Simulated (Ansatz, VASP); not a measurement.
# One calculation of As, two programs

```xyz
1
Lattice="2.6485 0.0000 0.0000 0.0000 2.6485 0.0000 0.0000 0.0000 2.6485" Properties=species:S:1:pos:R:3 pbc="T T T"
As    1.3242    1.3242    1.3242
```

This isn't the form of As at room conditions, which is rhombohedral.

Alike in both runs: task single point; functional PBE0; k mesh 6 × 6 × 6; occupations fermi-dirac, width 0.05 eV; no spin polarisation.

|  | VASP | Ansatz |
| --- | --- | --- |
| version | VASP 6.6.1 | Ansatz 0.2.0 |
| potentials or method | VASP PAW PBE potentials, release 64 (As) | Ansatz PAW |
| plane-wave cutoff (eV) | 520 | 420 |
| valence electrons in the cell | 5 | 15 |

|  | VASP | Ansatz | Ansatz less VASP |
| --- | --- | --- | --- |
| gap on the k mesh at the Fermi level (eV) | none | none | - |
| pressure (GPa) | 4.2 | 4.8 | +0.58 |

A gap of «none» marks a metal or a gap that the smearing closes. The two sets of potentials don't hold the same shells in valence.

Caveats: the k mesh is coarse (spacing up to 0.40 Å⁻¹), so the values aren't converged, least of all with exact exchange; the PAW data sets were made with another functional, which shifts forces and pressure a little (VASP); the PAW data sets come from PBE, with cores solved anew for the run's functional, which leaves a small shift of forces and pressure (Ansatz); the thresholds are loose for stress (Ansatz).
